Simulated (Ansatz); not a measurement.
## FeO: a vibration from a frozen displacement

These are results of Ansatz 0.2.0, DFT PBEsol, scalar-relativistic, plane waves, PAW, not measurements. Settings: plane waves to 420 eV, k-mesh 20×20×20 (Γ-centred), Gaussian smearing 0.15 eV. Collinear spins, started from moments 3.8, 0.4 μB in atom order; the magnetic state may not be the lowest. Energies are free energies at this smearing, counted from the undisturbed cell; pressure is positive in compression.

Zero of the scan (as given, not relaxed at this level; it stands at -8.5 GPa):

```xyz
2
Lattice="0.0000 2.1554 2.1554 2.1554 0.0000 2.1554 2.1554 2.1554 0.0000" Properties=species:S:1:pos:R:3 pbc="T T T"
Fe    0.0000    0.0000    0.0000
O     2.1554    2.1554    2.1554
```

Every O atom is moved by x along the Cartesian unit vector (0.707, 0.707, 0.000); the cell and all other atoms stay fixed. The cell's volume is 20.03 Å³; the moved atoms weigh 15.999 u together and the others 55.845 u. Some rows repeat others by symmetry and weren't run.

```csv
x (Å),ΔE (meV/cell),total force on the moved atoms along the move (eV/Å),pressure (GPa)
-0.5000,436.53,1.9751,11.1777
-0.4375,320.66,1.7207,6.8403
-0.3750,222.79,1.4074,2.9828
-0.2500,86.31,0.7920,-3.3902
-0.1250,18.78,0.3183,-7.3004
0.0000,0.00,0.0000,-8.5496
0.1250,18.78,-0.3183,-7.3004
0.2500,86.31,-0.7920,-3.3902
0.3750,222.79,-1.4074,2.9828
0.4375,320.66,-1.7207,6.8403
0.5000,436.53,-1.9751,11.1777
```

Task: What frequency belongs to this motion?

Result: The force constant is k = −dF/dx = 2.547 eV/Å², from the parabola through x = -0.1250, 0 and 0.1250. In every cell the moved atoms swing against the rest, so the mass is μ = m₁m₂/(m₁ + m₂) = 12.436 u, and ν̃ = 521.5 cm⁻¹ × √(|k|/μ) = 236 cm⁻¹, at this cell's pressure of -8.5 GPa. Steps this long are already anharmonic: the energies of the same points give k = 2.403 eV/Å², so the harmonic k is uncertain by that gap or more. To first order in x, and within 1 %, the force on every atom lies along the move and, within each of the two groups, in proportion to the atom's mass, so this is itself a mode at the zone centre of this cell.

Task: How far does the harmonic law reach?

Result: At x = -0.500 Å, kx²/2 = 318.34 meV against the computed 436.53 meV (+37.1 %): the well stiffens in this direction at large amplitude.

Task: The pressure changes with x². What does that say about the frequency under compression?

Result: With E = k(V)x²/2, k ∝ V^(−2γ) and x scaling with the cell as V^(1/3), P − P0 = −∂E/∂V = (2γ − 2/3) ΔE/V. At x = 0.1250 Å, V(P − P0) = 20.03 × 1.24921 / 160.2 eV = 156.15 meV and ΔE = 18.78 meV, so γ = 1/3 + V(P − P0)/(2ΔE) = 4.49. This is the Grüneisen parameter of the motion under uniform scaling of the cell: shrinking the cell evenly by 1 % in volume raises the frequency by about 4.49 %.

No gap shows at this level, though a semilocal functional can close a small gap that the real compound has; without a gap these slopes depend on the k mesh and the smearing.

Cost: 6 runs of about 14 core-minutes in all, on Arm Neoverse V1 (shared hosts).